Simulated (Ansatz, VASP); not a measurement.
**GaAs2 in VASP and in Ansatz**

Contents of INCAR:

```
PREC = Accurate
ENCUT = 520
EDIFF = 1E-6
ISMEAR = 0
SIGMA = 0.1
LREAL = False
LASPH = True
NELM = 80
ALGO = Normal
ISIF = 2
LWAVE = False
LCHARG = True
GGA = PE
LELF = True
LVHAR = True
NBANDS = 18
```

KPOINTS

```
regular mesh
0
Gamma
  6 6 6
```

Contents of POSCAR:

```
GaAs2
1.0
    0.0000000000      3.0710254492      3.0710254492
    3.0710254492      0.0000000000      3.0710254492
    3.0710254492      3.0710254492      0.0000000000
Ga As
1 2
Direct
    0.0000000000      0.0000000000      0.0000000000
    0.2500000000      0.2500000000      0.2500000000
    0.7500000000      0.7500000000      0.7500000000
```

Input for Ansatz:

```yaml
crystal:
  lattice:
    - [0.0, 3.0710254492, 3.0710254492]
    - [3.0710254492, 0.0, 3.0710254492]
    - [3.0710254492, 3.0710254492, 0.0]
  atoms:
    - { symbol: Ga, position: [0.0, 0.0, 0.0] }
    - { symbol: As, position: [0.25, 0.25, 0.25] }
    - { symbol: As, position: [0.75, 0.75, 0.75] }
basis:
  ecutwfc: 420
kpoints:
  mp_grid: { grid: [6, 6, 6] }
hamiltonian:
  xc: pbe
scf:
  occupations: { method: gaussian, width: 0.1 }
  lower_state_search: "off"
output:
  forces: true
  stress: true
  eigenvalues: true
```

Alike in both runs: task single point; functional PBE; k mesh 6 × 6 × 6; occupations gaussian, width 0.1 eV; no spin polarisation.

|  | VASP | Ansatz |
| --- | --- | --- |
| version | VASP 6.6.1 | Ansatz 0.2.0 |
| potentials or method | VASP PAW PBE potentials, release 64 (Ga_d, As) | scalar-relativistic, plane waves, PAW |
| plane-wave cutoff (eV) | 520 | 420 |
| valence electrons in the cell | 23 | 43 |

|  | VASP | Ansatz | Ansatz less VASP |
| --- | --- | --- | --- |
| gap on the k mesh at the Fermi level (eV) | none | none | - |
| pressure (GPa) | 8.7 | 8.5 | -0.21 |

A gap of «none» marks a metal or a gap that the smearing closes. With one functional, cell and mesh, what is left measures potentials, basis and numerics. The two sets of potentials don't hold the same shells in valence.
